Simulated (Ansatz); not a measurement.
# Os (P6_3/mmc) in Ansatz: notebook

Aim: see how the results for Os move with the level of theory and the settings. Levels: PBEsol+D4, RPBE+D3(BJ), RPBE+D4, revPBE, BLYP. Tasks: relaxation of cell and atoms.

Program: Ansatz 0.2.0. These are calculated values, not measurements. Logs are shortened: lines on timing, memory, paths and dates and some standing lists are left out, and cuts for length are marked.

## Step 1: Starting point

Symmetry: P6_3/mmc, No. 194, hexagonal system. The conventional cell has a = 2.734 Å, b = 2.734 Å, c = 4.320 Å, α = 90.00°, β = 90.00°, γ = 120.00°. Os (site symmetry -6m2) is surrounded by 12 Os at 2.68 to 2.73 Å.

## Step 2: Relaxation of cell and atoms, PBEsol+D4

The input, input.yaml:

```yaml
crystal:
  lattice:
    - [2.7341, 0.0, 0.0]
    - [-1.36705, 2.3678000565, 0.0]
    - [0.0, 0.0, 4.3197]
  atoms:
    - { symbol: Os, position: [0.6666666667, 0.3333333333, 0.75] }
    - { symbol: Os, position: [0.3333333333, 0.6666666667, 0.25] }
hamiltonian:
  xc: pbesol
  pseudopotentials: { kind: paw }
  dispersion: d4
kpoints:
  mp_grid: { grid: [11, 11, 6] }
scf:
  occupations: { method: fermi_dirac, width: 0.05 }
output:
  forces: true
  stress: true
  write_density: true
  write_potential: true
  elf: true
  volumetric_format: npy
relax:
  f_tol: 0.01
  max_steps: 40
  cell: { stress_tol: 0.05 }
```

Potentials or basis: Ansatz PAW.

Run with:

```console
> ansatz run input.yaml --threads 2 --pin off --max-ram 5632MiB --backend cpu --events-out ev --progress --plain --runs-dir out
```

Standard output:

```text
Warning: RAYON_NUM_THREADS=2 ignored (pool sized by the plan → 2); use --threads N
Engine: ansatz 0.2.0, x86_64-unknown-linux-gnu
Pseudopotentials: kind: paw
Pseudopotential: Os, paw, valence charge 16, recommended cutoff 420 eV (normal), Os.paw.azcp
Functional definition: PBEsol
  exchange = pbesol_x
  correlation = pbesol_c
Crystal: 2 atoms, lattice volume = 27.965 Å³
Basis set: ecut = 420 eV, 537 PW (Γ), exchange–correlation on 40×40×60 points (8 copies of the dense FFT grid, shifted against one another)
Bands: 20, of which v1, the nominal top of the filled ones, is band 16 counted from 1 (15 counted from 0)
Symmetry: 24 space group operations
Space group: P63/mmc (ITA 194), of the structure as read, at distance tolerance 3.0e-5 Å
k-points: 64 of 726
Non-local potential: Os, projectors of the file, l = 0: 3, l = 1: 2, l = 2: 2, l = 3: 1
PAW form: soft (Blöchl's): semilocal exchange-correlation on the pseudo side does not see the compensation charge
PAW frozen core: Os, regenerated for the run's functional, and the local potential with it (the file was generated under x = pbe(κ = 0.804, μ = 0.2195149727645171), c = pbe(β = 0.06672455060314922))
PAW one-centre angular grid: Os, 590 points (default); XC on 64 Gauss nodes
Initial density: superposition of atomic densities (neutral atoms: chi_scale 0, normalization atom), corrected by the library's trained network
Initial wavefunctions: pseudopotential atomic-orbital guess
Functional: x = pbesol(κ = 0.804, μ = 0.12345679012345678), c = pbesol(β = 0.046)
SCF iter   1: F=—  HF=-22502.923449 eV  |F-HF|=—  |Δ(HF+E_count)|=         —  Δρ=1.07e-2  dr2=1.44e-2  ethr=1.77e-3  ⟨swp⟩=4.9  Hψ=5044  notcnv=0
preconditioner: auto → none  [metal: Δε(μ)=0.071 eV  Ē_g=6.897 eV  σ=0.050 eV  W_gap=0.33  n_scr=8 (ndim 8)  ℏωp=28.1 eV  f_vac=0.000  D(μ)=1.50/eV (n_scr^D=22)  sad-step TF]
SCF iter   2: F=—  HF=-22502.923065 eV  |F-HF|=—  |Δ(HF+E_count)|=   3.85e-4  Δρ=6.04e-3  dr2=4.43e-3  ethr=4.49e-5  ⟨swp⟩=1.2  Hψ=1853  notcnv=0
SCF iter   3: F=—  HF=-22502.922941 eV  |F-HF|=—  |Δ(HF+E_count)|=   1.24e-4  Δρ=3.03e-4  dr2=1.58e-5  ethr=1.39e-5  ⟨swp⟩=2.0  Hψ=1761  notcnv=0
SCF iter   4: F=—  HF=-22502.922961 eV  |F-HF|=—  |Δ(HF+E_count)|=   1.98e-5  Δρ=4.96e-5  dr2=5.33e-7  ethr=4.94e-8  ⟨swp⟩=2.1  Hψ=1839  notcnv=0
iter 5 did not close the SCF: its close was put off for the readings that it lacked (scf_convergence_deferred on its scf_iter line)
SCF iter   5: F=-22502.922961 eV  HF=-22502.922961 eV  |F-HF|=3.64e-9  |Δ(HF+E_count)|=   1.43e-7  Δρ=6.37e-6  dr2=7.67e-9  ethr=1.67e-9  ⟨swp⟩=2.0  Hψ=1798  notcnv=0
SCF iter   6: F=-22502.922961 eV  HF=-22502.922961 eV  |F-HF|=1.13e-10  |Δ(HF+E_count)|=   1.60e-9  Δρ=1.05e-6  dr2=1.94e-10  ethr=2.40e-11  ⟨swp⟩=4.7  Hψ=6708  notcnv=0
SCF 1 converged in 6 iterations: F = -22502.922961 eV  dr2 = 1.94e-10
relax step   1: F+E_penalty+E_count = -22502.92296076 eV  Δ(F+E_penalty+E_count) = +0.000e0 eV  max|allowed force component| = 1.527e-16 eV/Å  Δτ_max = 0.0000 Å  P = -6.870 GPa  Ω = 27.965 Å³  (6 SCF iters, dr2 threshold 1.00e-7 eV, accepted)
Crystal: 2 atoms, lattice volume = 26.583 Å³
Initial density: handed on by an earlier stage of this run
Initial wavefunctions: those handed on with the density
iter 1 solved again at ethr=1.42e-6 eV; its pass at ethr=3.10e-3 eV (dr2=4.56e-4 eV) is discarded
SCF iter   1: F=—  HF=-22502.885956 eV  |F-HF|=—  |Δ(HF+E_count)|=         —  Δρ=2.21e-3  dr2=4.37e-4  ethr=1.42e-6  ⟨swp⟩=2.3  Hψ=7658  notcnv=0
preconditioner: auto → none  [metal: Δε(μ)=0.026 eV  Ē_g=7.347 eV  σ=0.050 eV  W_gap=0.13  n_scr=8 (ndim 8)  ℏωp=28.8 eV  f_vac=0.000  D(μ)=1.43/eV (n_scr^D=22)]
SCF iter   2: F=—  HF=-22502.886205 eV  |F-HF|=—  |Δ(HF+E_count)|=   2.49e-4  Δρ=1.04e-3  dr2=8.89e-5  ethr=1.37e-6  ⟨swp⟩=1.0  Hψ=1280  notcnv=0
SCF iter   3: F=—  HF=-22502.886316 eV  |F-HF|=—  |Δ(HF+E_count)|=   1.11e-4  Δρ=5.40e-5  dr2=4.98e-7  ethr=2.78e-7  ⟨swp⟩=1.0  Hψ=1290  notcnv=0
iter 4 did not close the SCF: its close was put off for the readings that it lacked (scf_convergence_deferred on its scf_iter line)
SCF iter   4: F=-22502.886316 eV  HF=-22502.886316 eV  |F-HF|=2.22e-9  |Δ(HF+E_count)|=   8.22e-8  Δρ=1.08e-5  dr2=9.09e-9  ethr=1.56e-9  ⟨swp⟩=2.0  Hψ=2190  notcnv=0
iter 5 did not close the SCF: its close was put off for the readings that it lacked (scf_convergence_deferred on its scf_iter line)
SCF iter   5: F=-22502.886316 eV  HF=-22502.886316 eV  |F-HF|=3.64e-12  |Δ(HF+E_count)|=   3.79e-9  Δρ=2.55e-6  dr2=3.20e-10  ethr=2.84e-11  ⟨swp⟩=2.0  Hψ=1787  notcnv=0
SCF iter   6: F=-22502.886316 eV  HF=-22502.886316 eV  |F-HF|=3.64e-12  |Δ(HF+E_count)|=  1.09e-11  Δρ=2.32e-7  dr2=7.04e-12  ethr=1.00e-12  ⟨swp⟩=3.9  Hψ=6097  notcnv=0
SCF 2 converged in 6 iterations: F = -22502.886316 eV  dr2 = 7.04e-12
relax step   2: F+E_penalty+E_count = -22502.88631558 eV  Δ(F+E_penalty+E_count) = +3.665e-2 eV  max|allowed force component| = 1.342e-16 eV/Å  Δτ_max = 0.0000 Å  P = +16.582 GPa  Ω = 26.583 Å³  energy of the carried Pulay correction = +6.374e-4 eV  (6 SCF iters, dr2 threshold 2.00e-7 eV, rejected (line search))
Crystal: 2 atoms, lattice volume = 27.546 Å³
iter 1 solved again at ethr=6.99e-7 eV; its pass at ethr=3.10e-3 eV (dr2=2.24e-4 eV) is discarded
SCF iter   1: F=—  HF=-22502.932652 eV  |F-HF|=—  |Δ(HF+E_count)|=         —  Δρ=1.56e-3  dr2=2.31e-4  ethr=6.99e-7  ⟨swp⟩=2.4  Hψ=7633  notcnv=0
preconditioner: auto → none  [metal: Δε(μ)=0.057 eV  Ē_g=7.011 eV  σ=0.050 eV  W_gap=0.27  n_scr=8 (ndim 8)  ℏωp=28.3 eV  f_vac=0.000  D(μ)=1.48/eV (n_scr^D=22)]
SCF iter   2: F=—  HF=-22502.932780 eV  |F-HF|=—  |Δ(HF+E_count)|=   1.28e-4  Δρ=7.33e-4  dr2=4.71e-5  ethr=6.99e-7  ⟨swp⟩=1.0  Hψ=1280  notcnv=0
SCF iter   3: F=—  HF=-22502.932845 eV  |F-HF|=—  |Δ(HF+E_count)|=   6.54e-5  Δρ=3.58e-5  dr2=1.49e-7  ethr=1.47e-7  ⟨swp⟩=1.0  Hψ=1280  notcnv=0
SCF iter   4: F=—  HF=-22502.932843 eV  |F-HF|=—  |Δ(HF+E_count)|=   2.13e-6  Δρ=6.97e-6  dr2=2.87e-9  ethr=4.66e-10  ⟨swp⟩=2.0  Hψ=2167  notcnv=0
SCF iter   5: F=—  HF=-22502.932843 eV  |F-HF|=—  |Δ(HF+E_count)|=   1.59e-9  Δρ=1.25e-6  dr2=1.06e-10  ethr=8.98e-12  ⟨swp⟩=2.5  Hψ=2366  notcnv=0
SCF iter   6: F=-22502.932843 eV  HF=-22502.932843 eV  |F-HF|=1.09e-11  |Δ(HF+E_count)|=  7.28e-12  Δρ=1.41e-7  dr2=3.88e-12  ethr=1.00e-12  ⟨swp⟩=5.2  Hψ=5204  notcnv=0
SCF 3 converged in 6 iterations: F = -22502.932843 eV  dr2 = 3.88e-12
relax step   3: F+E_penalty+E_count = -22502.93284293 eV  Δ(F+E_penalty+E_count) = -9.882e-3 eV  max|allowed force component| = 1.434e-16 eV/Å  Δτ_max = 0.0000 Å  P = -0.455 GPa  Ω = 27.546 Å³  energy of the carried Pulay correction = +1.900e-4 eV  (6 SCF iters, accepted)
Crystal: 2 atoms, lattice volume = 27.517 Å³
iter 1 solved again at ethr=7.53e-10 eV; its pass at ethr=3.10e-3 eV (dr2=2.41e-7 eV) is discarded
SCF iter   1: F=—  HF=-22502.932879 eV  |F-HF|=—  |Δ(HF+E_count)|=         —  Δρ=4.65e-5  dr2=2.14e-7  ethr=7.53e-10  ⟨swp⟩=3.7  Hψ=7496  notcnv=0
preconditioner: auto → none  [metal: Δε(μ)=0.054 eV  Ē_g=7.022 eV  σ=0.050 eV  W_gap=0.26  n_scr=8 (ndim 8)  ℏωp=28.3 eV  f_vac=0.000  D(μ)=1.47/eV (n_scr^D=22)]
iter 2 did not close the SCF: its close was put off for the readings that it lacked (scf_convergence_deferred on its scf_iter line)
SCF iter   2: F=-22502.932897 eV  HF=-22502.932897 eV  |F-HF|=3.66e-8  |Δ(HF+E_count)|=   1.77e-5  Δρ=2.21e-5  dr2=4.34e-8  ethr=6.68e-10  ⟨swp⟩=1.0  Hψ=1280  notcnv=0
iter 3 did not close the SCF: its close was put off for the readings that it lacked (scf_convergence_deferred on its scf_iter line)
SCF iter   3: F=-22502.932897 eV  HF=-22502.932897 eV  |F-HF|=1.02e-10  |Δ(HF+E_count)|=   3.83e-8  Δρ=1.16e-6  dr2=2.41e-10  ethr=1.36e-10  ⟨swp⟩=1.2  Hψ=1426  notcnv=0
iter 4 did not close the SCF: its close was put off for the readings that it lacked (scf_convergence_deferred on its scf_iter line)
SCF iter   4: F=-22502.932897 eV  HF=-22502.932897 eV  |F-HF|=7.28e-12  |Δ(HF+E_count)|=  6.18e-11  Δρ=3.19e-7  dr2=8.36e-12  ethr=1.00e-12  ⟨swp⟩=2.2  Hψ=2192  notcnv=0
iter 5 did not close the SCF: its close was put off for the readings that it lacked (scf_convergence_deferred on its scf_iter line)
SCF iter   5: F=-22502.932897 eV  HF=-22502.932897 eV  |F-HF|=3.64e-12  |Δ(HF+E_count)|=  7.28e-12  Δρ=5.11e-8  dr2=1.76e-13  ethr=1.00e-12  ⟨swp⟩=1.0  Hψ=1280  notcnv=0
SCF iter   6: F=-22502.932897 eV  HF=-22502.932897 eV  |F-HF|=7.28e-12  |Δ(HF+E_count)|=  3.64e-12  Δρ=5.09e-9  dr2=4.61e-15  ethr=1.00e-12  ⟨swp⟩=3.0  Hψ=4347  notcnv=0
SCF 4 converged in 6 iterations: F = -22502.932897 eV  dr2 = 4.61e-15
relax step   4: F+E_penalty+E_count = -22502.93289682 eV  Δ(F+E_penalty+E_count) = -5.389e-5 eV  max|allowed force component| = 1.573e-16 eV/Å  Δτ_max = 0.0000 Å  P = +0.014 GPa  Ω = 27.517 Å³  energy of the carried Pulay correction = +2.034e-4 eV  (6 SCF iters, dr2 threshold 2.00e-7 eV, accepted)
Initial wavefunctions: pseudopotential atomic-orbital guess (no wavefunctions were taken with the density)
iter 1 solved again at ethr=8.03e-9 eV; its pass at ethr=3.10e-3 eV (dr2=2.57e-6 eV) is discarded
SCF iter   1: F=—  HF=-22502.932645 eV  |F-HF|=—  |Δ(HF+E_count)|=         —  Δρ=5.14e-5  dr2=1.14e-7  ethr=8.03e-9  ⟨swp⟩=3.5  Hψ=9079  notcnv=0
SCF iter   2: F=—  HF=-22502.932663 eV  |F-HF|=—  |Δ(HF+E_count)|=   1.76e-5  Δρ=2.41e-5  dr2=2.22e-8  ethr=3.57e-10  ⟨swp⟩=2.1  Hψ=2158  notcnv=0
SCF iter   3: F=—  HF=-22502.932663 eV  |F-HF|=—  |Δ(HF+E_count)|=   1.52e-9  Δρ=1.96e-6  dr2=3.02e-10  ethr=6.95e-11  ⟨swp⟩=2.6  Hψ=1890  notcnv=0
iter 4 did not close the SCF: its close was put off for the readings that it lacked (scf_convergence_deferred on its scf_iter line)
SCF iter   4: F=-22502.932663 eV  HF=-22502.932663 eV  |F-HF|=3.64e-12  |Δ(HF+E_count)|=  2.18e-11  Δρ=4.56e-7  dr2=1.24e-11  ethr=1.00e-12  ⟨swp⟩=2.1  Hψ=2284  notcnv=0
iter 5 did not close the SCF: its close was put off for the readings that it lacked (scf_convergence_deferred on its scf_iter line)
SCF iter   5: F=-22502.932663 eV  HF=-22502.932663 eV  |F-HF|=7.28e-12  |Δ(HF+E_count)|=  7.28e-12  Δρ=3.16e-8  dr2=7.75e-14  ethr=1.00e-12  ⟨swp⟩=1.0  Hψ=1280  notcnv=0
iter 6 did not close the SCF: its close was put off for the readings that it lacked (scf_convergence_deferred on its scf_iter line)
SCF iter   6: F=-22502.932663 eV  HF=-22502.932663 eV  |F-HF|=7.28e-12  |Δ(HF+E_count)|=  7.28e-12  Δρ=3.35e-9  dr2=1.01e-15  ethr=1.00e-12  ⟨swp⟩=1.0  Hψ=1280  notcnv=0
iter 7 did not close the SCF: its close was put off for the readings that it lacked (scf_convergence_deferred on its scf_iter line)
SCF iter   7: F=-22502.932663 eV  HF=-22502.932663 eV  |F-HF|=1.46e-11  |Δ(HF+E_count)|=    0.00e0  Δρ=2.08e-10  dr2=4.34e-18  ethr=1.00e-12  ⟨swp⟩=1.0  Hψ=1280  notcnv=0
SCF iter   8: F=-22502.932663 eV  HF=-22502.932663 eV  |F-HF|=0.00e0  |Δ(HF+E_count)|=  3.64e-12  Δρ=4.06e-11  dr2=1.71e-19  ethr=1.00e-12  ⟨swp⟩=1.0  Hψ=2820  notcnv=0
SCF 5 converged in 8 iterations: F = -22502.932663 eV  dr2 = 1.71e-19
relax step   5: F+E_penalty+E_count = -22502.93266259 eV  Δ(F+E_penalty+E_count) = +2.342e-4 eV  max|allowed force component| = 1.388e-16 eV/Å  Δτ_max = 0.0000 Å  P = +0.029 GPa  Ω = 27.517 Å³  stress off target by 3.05e-2 GPa  SCF on the basis re-selected at this cell (its energy is not comparable with the rows above)  (8 SCF iters)
basis re-selected at this cell: Δ(F+E_penalty+E_count) = +2.342e-4 eV, ΔP = +0.014 GPa vs the last step (what re-selecting the basis moved, of the pressure what is left beyond the Pulay correction that the steps carried, after the strain that the cell walked since its last selection, with what the two solves' SCF thresholds leave and, on support functions, any second-order correction that the steps lacked; it is no measure of the basis error at this ecutwfc). This SCF's stress stands 3.05e-2 GPa from its target on what of the cell is left free (relax.cell.stress_tol is 5.00e-2 GPa) and its largest allowed force component is 1.39e-16 eV/Å (relax.f_tol is 1.00e-2 eV/Å): within both
SCF converged after 8 iterations
Free energy (F): -22502.932663 eV
Harris-Foulkes:  -22502.932663 eV  (|F-HF|=0.00e0)
Internal energy: -22502.919833 eV  (E = F + TS)
E sigma→0 (E₀):  -22502.926248 eV
Entropy (-TS):   -0.012829 eV (-6.415 meV/atom)
Fermi energy:    26.314108 eV
--- Per-component energies (eV) ---
  E_band       = -120.187938
  E_kinetic    = 1125.927408
  E_local      = -1539.205627  (includes V_loc(G=0)·N_el)
  E_nonlocal   = 2.958385
  E_hartree    = 641.621220
  E_xc         = -531.317796
  E_vxc        = -568.655248  (∫ρ·V_xc dr)
  E_paw        = -17760.118814  (= ΣΔE_a)
  E_vpaw       = -424.455142  (= ΣTr[D̂ρ^β])
  E_aug_tail   = -0.000153  (compensation charges beyond the density's cutoff)
  E_ewald      = -4442.453885
  E_disp       = -0.826437  (pairwise vdW)
  E_core_change = 0.495866  (= ΣΔE_core)
  E_smearing   = -0.012829  (= −TS)
  E_closure    = 0.000000  (closes the sum)
  Σ components = -22502.932663   (vs F -22502.932663, Δ=0.00e0)
--- Forces (eV/Å), atoms counted from 1 ---
  atom   1  Os     0.00000000    -0.00000000     0.00000000
  atom   2  Os    -0.00000000     0.00000000    -0.00000000
  max |Σ_I F_I| component: 1.85e-17 eV/Å
--- Stress (GPa, compression-positive) ---
        0.027714       0.000000       0.000000
        0.000000       0.027714      -0.000000
        0.000000      -0.000000       0.030457
  P = ⅓ Tr σ = 0.0286 GPa (0.286 kbar)
--- Band table (eV; the first three rows and the last of 64) ---
  k-point 0: bands = ["-60.2552", "-60.1298", "-20.3023", "-19.2990", "-19.2990", "-19.1110", "-19.1110", "-19.0616", "15.2275", "18.3794", "23.2221", "23.2221", "23.4727", "24.0907", "24.0907", "24.7691", "24.7691", "26.3528", "28.1049", "28.1049"]
  k-point 1: bands = ["-60.2469", "-60.1383", "-20.2240", "-19.2865", "-19.2865", "-19.1501", "-19.1238", "-19.1238", "15.5794", "18.4228", "23.0420", "23.0420", "23.2720", "23.8688", "23.8688", "25.2653", "25.2653", "25.3152", "28.1395", "28.1395"]
  k-point 2: bands = ["-60.2241", "-60.1613", "-20.0067", "-19.3873", "-19.2524", "-19.2524", "-19.1584", "-19.1584", "16.5336", "18.3639", "22.8376", "22.8972", "22.8972", "23.4106", "23.4106", "23.5683", "26.2764", "26.2764", "27.9705", "27.9705"]
  k-point 63: bands = ["-60.1225", "-60.1225", "-20.0616", "-20.0616", "-19.7303", "-19.7303", "-19.2816", "-19.2816", "20.1526", "20.1526", "21.4257", "21.4257", "22.8330", "22.8330", "25.0295", "25.0295", "28.1422", "28.1422", "34.1741", "34.1741"]
--- Relaxed structure (4 steps of the walk, 3 accepted, 1 SCFs on fresh bases) ---
  F+E_penalty+E_count = -22502.93266259 eV   max|allowed force component| = 1.388e-16 eV/Å   (the final SCF, on the basis selected at the relaxed cell)
  cell:  # Å, volume = 27.5171 Å³
    - [2.7186898196250624, -1.8504581526725266e-33, 2.313072690840658e-34]
    - [-1.3593449098125312, 2.354454448805437, -1.5494648988630948e-35]
    - [3.654504261949831e-34, 1.8272521309749156e-34, 4.2988485585120975]
  atoms:
    - { symbol: Os, position: [0.6666666666666667, 0.3333333333333334, 0.75] }
    - { symbol: Os, position: [0.3333333333333334, 0.6666666666666669, 0.25] }
```

Run time: 9.6 s. Hardware: 2 threads of Intel Xeon at 2.50GHz (Skylake/Cascade Lake), shared host; peak memory 0.35 GiB.

Results:

| Item | Value |
| --- | --- |
| Free energy | -22502.9327 eV |
| Relaxed volume | 13.76 Å³/atom |
| Relaxed cell | a = 2.719 Å, b = 2.719 Å, c = 4.299 Å, α = 90.00°, β = 90.00°, γ = 120.00° |
| Space group after relaxing (to 0.05 Å) | P6_3/mmc (No. 194) |
| Energy gained by relaxing | 4.9 meV/atom |
| Ionic steps | 4 |
| Pressure after relaxing | 0.0 GPa |
| Band gap on the k mesh | none (metal or under the smearing width) |

Step by step:
| step | energy change (eV) | largest force (eV/Å) | volume (Å³) |
| --- | --- | --- | --- |
| 1 | 0.0000 | 0.0000 | 27.96 |
| 2 | -0.0099 | 0.0000 | 27.55 |
| 3 | -0.0099 | 0.0000 | 27.52 |
| 4 | -0.0097 | 0.0000 | 27.52 |

Final structure:
```cif
data_structure
_symmetry_space_group_name_H-M 'P 1'
_symmetry_Int_Tables_number 1
_cell_length_a 2.7187
_cell_length_b 2.7187
_cell_length_c 4.2988
_cell_angle_alpha 90.000
_cell_angle_beta 90.000
_cell_angle_gamma 120.000
_cell_volume 27.52
loop_
_atom_site_label
_atom_site_type_symbol
_atom_site_fract_x
_atom_site_fract_y
_atom_site_fract_z
_atom_site_occupancy
Os1 Os 0.66667 0.33333 0.75000 1
Os2 Os 0.33333 0.66667 0.25000 1
```

Caveat: the plane-wave basis is chosen anew once the cell has moved, so the energies of steps on either side of that aren't comparable; pairwise dispersion overbinds metals, which lowers pressure and volume; the PAW data sets come from PBE, with cores solved anew for the run's functional, which leaves a small shift of forces and pressure. Spin-orbit coupling is left out, which matters for the levels of Os.

## Step 3: Relaxation of cell and atoms, RPBE+D3(BJ)

Changes to input.yaml since step 2:

```diff
@@ -9,5 +9,5 @@
 hamiltonian:
-  xc: pbesol
+  xc: rpbe
   pseudopotentials: { kind: paw }
-  dispersion: d4
+  dispersion: d3bj
 kpoints:
@@ -19,6 +19,2 @@
   stress: true
-  write_density: true
-  write_potential: true
-  elf: true
-  volumetric_format: npy
 relax:
```

Potentials or basis: Ansatz PAW.

Run with:

```console
> ansatz run input.yaml --threads 2 --pin off --max-ram 5632MiB --backend cpu --events-out ev --progress --plain --runs-dir out
```

It took 12 s on 2 threads of Intel Xeon at 2.50GHz (Skylake/Cascade Lake), shared host; peak memory 0.35 GiB.

It converged, with:

| Property | Result |
| --- | --- |
| Free energy | -22803.8187 eV |
| Relaxed volume | 12.98 Å³/atom |
| Relaxed cell | a = 2.663 Å, b = 2.663 Å, c = 4.228 Å, α = 90.00°, β = 90.00°, γ = 120.00° |
| Space group after relaxing (to 0.05 Å) | P6_3/mmc (No. 194) |
| Energy gained by relaxing | 110.7 meV/atom |
| Ionic steps | 8 |
| Pressure after relaxing | 0.0 GPa |

The path:
```csv
step,energy change (eV),largest force (eV/Å),volume (Å³)
1,0.0000,0.0000,27.96
2,-0.0405,0.0000,24.34
3,-0.2201,0.0000,26.17
4,-0.2232,0.0000,25.98
5,-0.2233,0.0000,25.95
6,-0.2214,0.0000,25.95
7,-0.2214,0.0000,25.96
8,-0.2214,0.0000,25.96
```

Final structure:
```
Os
1.0
     2.66257    0.00000    0.00000
    -1.33129    2.30586    0.00000
     0.00000    0.00000    4.22792
Os
2
Direct
  0.66667 0.33333 0.75000
  0.33333 0.66667 0.25000
```

Caveat: the plane-wave basis is chosen anew once the cell has moved, so the energies of steps on either side of that aren't comparable; the PAW data sets come from PBE, with cores solved anew for the run's functional, which leaves a small shift of forces and pressure. The run has no spin-orbit coupling, so splittings on Os are missing.

(Continued in part 2 of 2.)
